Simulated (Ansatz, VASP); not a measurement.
# Pb in VASP and in Ansatz

```
CELL_PARAMETERS angstrom
0.00000 2.47502 2.47502
2.47502 0.00000 2.47502
2.47502 2.47502 0.00000
ATOMIC_POSITIONS crystal
Pb 0.00000 0.00000 0.00000
```

Alike in both runs: task relaxation of cell and atoms; functional PBE; dispersion D3(BJ); k mesh 9 × 9 × 9; occupations fermi-dirac, width 0.05 eV; no spin polarisation.

|  | VASP | Ansatz |
| --- | --- | --- |
| version | VASP 6.6.1 | Ansatz 0.2.0 |
| potentials or method | VASP PAW PBE potentials, release 64 (Pb_d) | Ansatz PAW |
| plane-wave cutoff (eV) | 600 | 420 |
| valence electrons in the cell | 14 | 14 |

```tsv
	VASP	Ansatz	Ansatz less VASP
gap on the k mesh at the Fermi level, each at its own relaxed structure (eV)	none	none	-
relaxed volume (Å³/atom)	30.32	30.36	+0.041
relaxed cell length with the largest relative difference (Å)	3.500	3.502	+0.0016
```

A gap of «none» marks a metal or a gap that the smearing closes.

Caveats: pairwise dispersion overbinds metals, which lowers pressure and volume; the relaxation stopped at its first step, so nothing moved (VASP); the plane-wave basis is chosen anew once the cell has moved, so the energies of steps on either side of that aren't comparable (Ansatz). The runs have no spin-orbit coupling, so splittings on Pb are missing.
